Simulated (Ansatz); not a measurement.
Input, command and steps of an Ansatz relaxation.

```yaml
crystal:
  lattice:
    - [1.6552767994, 0.9556745058, 2.7438792112]
    - [-1.6552767994, 0.9556745058, 2.7438792112]
    - [0.0, -1.9113490115, 2.7438792112]
  atoms:
    - { symbol: Zr, position: [0.0, 0.0, 0.0] }
    - { symbol: B, position: [0.5, 0.5, 0.5] }
basis:
  ecutwfc: 420
kpoints:
  mp_grid: { grid: [6, 6, 6] }
hamiltonian:
  xc: pbe
scf:
  occupations: { method: gaussian, width: 0.1 }
  lower_state_search: "off"
output:
  forces: true
  stress: true
  eigenvalues: true
relax:
  adjacent_minimum: "off"
  f_tol: 0.04
  max_steps: 70
  cell: { stress_tol: 0.4 }
```

```bash
ansatz run input.yaml --threads 1 --pin off --max-ram 2560MiB --backend cpu --events-out ev --progress --plain --runs-dir out
```

All numbers below come from DFT PBE, scalar-relativistic, plane waves, PAW (Ansatz).

Of 4 frames 4 are shown, positions in Å and forces in eV/Å; the SCF threshold varies from step to step. Steps run on the plane waves of an earlier cell, with a Pulay correction in the pressure. The basis is chosen afresh for the last frame, the zero of the energies, and at times for earlier ones too; energy and pressure step there, also at an unchanged geometry.

```xyz
2
Lattice="1.6553 0.9557 2.7439 -1.6553 0.9557 2.7439 0.0000 -1.9113 2.7439" Properties=species:S:1:pos:R:3:forces:R:3 pbc="T T T" step=1 free_energy_over_end_meV_per_atom=124.19 pressure_GPa=25.38
Zr    0.0000    0.0000    0.0000    0.0000    0.0000    0.0000
B     0.0000    0.0000    4.1158    0.0000    0.0000    0.0000
2
Lattice="1.7360 1.0023 2.8567 -1.7360 1.0023 2.8567 0.0000 -2.0045 2.8567" Properties=species:S:1:pos:R:3:forces:R:3 pbc="T T T" step=2 free_energy_over_end_meV_per_atom=2.72 pressure_GPa=-1.81
Zr    0.0000    0.0000    0.0000    0.0000    0.0000    0.0000
B     0.0000    0.0000    4.2851    0.0000    0.0000    0.0000
2
Lattice="1.7358 1.0021 2.8295 -1.7358 1.0021 2.8295 0.0000 -2.0043 2.8295" Properties=species:S:1:pos:R:3:forces:R:3 pbc="T T T" step=3 free_energy_over_end_meV_per_atom=1.56 pressure_GPa=-0.28
Zr    0.0000    0.0000    0.0000    0.0000    0.0000    0.0000
B     0.0000    0.0000    4.2442    0.0000    0.0000    0.0000
2
Lattice="1.7358 1.0021 2.8295 -1.7358 1.0021 2.8295 0.0000 -2.0043 2.8295" Properties=species:S:1:pos:R:3:forces:R:3 pbc="T T T" step=4 free_energy_over_end_meV_per_atom=0.00 pressure_GPa=-0.17
Zr    0.0000    0.0000    0.0000    0.0000    0.0000    0.0000
B     0.0000    0.0000    4.2442    0.0000    0.0000    0.0000
```

The start puts this composition into another compound's structure type, which needn't suit it. At the end the space group is Fm-3m (tolerance 0.05 Å).

The k mesh is coarse.